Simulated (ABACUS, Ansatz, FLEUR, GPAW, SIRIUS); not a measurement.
## One calculation of Te2Mo, 6 ways

```
Te Mo
1.0
     3.51820    0.00000    0.00000
    -1.75910    3.04685    0.00000
     0.00000    0.00000   13.97360
Te Mo
4 2
Direct
  0.68221 0.35004 0.37941
  0.33262 0.66864 0.88013
  0.67577 0.34141 0.12384
  0.34483 0.67496 0.62304
  0.65283 0.31865 0.74889
  0.31947 0.65670 0.25247
```

Atoms were shifted at random by some hundredths of an Å from the given cell, which wasn't relaxed again for these runs.

Alike in all runs: task single point; functional PBEsol; k mesh 9 × 9 × 2; occupations fermi-dirac, width 0.05 eV; no spin polarisation; no spin-orbit coupling. Pressure is positive in compression and, in plane waves, holds the error of the finite cutoff, which Ansatz's Pulay term estimates and takes out.

| program and potentials | plane-wave cutoff (eV) | notes | pressure (GPa) | largest force (eV/Å) | energy over the undisturbed cell (meV/atom) |
| --- | --- | --- | --- | --- | --- |
| Ansatz, Ansatz PAW | 420 | potentials made for PBE, which Ansatz adapts in part; 15.33 valence electrons an atom on average; Pulay term of +0.03 GPa included | -0.14 | 1.307 | 18.37 |
| ABACUS, PseudoDojo NC SR 0.4.1 PBEsol standard, plane waves | 1129 | 15.33 valence electrons an atom on average | 0.33 | 1.321 | 19.06 |
| FLEUR, all-electron, FLAPW | - | - | - | 1.308 | 18.49 |
| Ansatz, all-electron LAPW, scalar-relativistic | - | - | -0.13 | 1.307 | - |
| SIRIUS, PseudoDojo 0.4.1 PBEsol standard (scalar relativistic) | 1102 | 15.33 valence electrons an atom on average | 0.32 | 1.320 | - |
| GPAW, PAW data sets generated for this functional | 600 | 8.67 valence electrons an atom on average | -0.81 | 1.289 | - |

Force on atom 5 (Mo), eV/Å:

```tsv
program and potentials	x	y	z
Ansatz, Ansatz PAW	0.456	0.883	0.849
ABACUS, PseudoDojo NC SR 0.4.1 PBEsol standard, plane waves	0.459	0.892	0.859
FLEUR, all-electron, FLAPW	0.456	0.884	0.850
Ansatz, all-electron LAPW, scalar-relativistic	0.455	0.883	0.849
SIRIUS, PseudoDojo 0.4.1 PBEsol standard (scalar relativistic)	0.459	0.892	0.858
GPAW, PAW data sets generated for this functional	0.449	0.869	0.839
```

The pressure spans -0.81 (GPAW, PAW data sets generated for this functional) to 0.33 GPa (ABACUS, PseudoDojo NC SR 0.4.1 PBEsol standard, plane waves), with all-electron results at -0.13.

The functional is the same throughout but for its coding, so the spread measures potentials, basis and numerics; runs on potential files found faulty are left out.
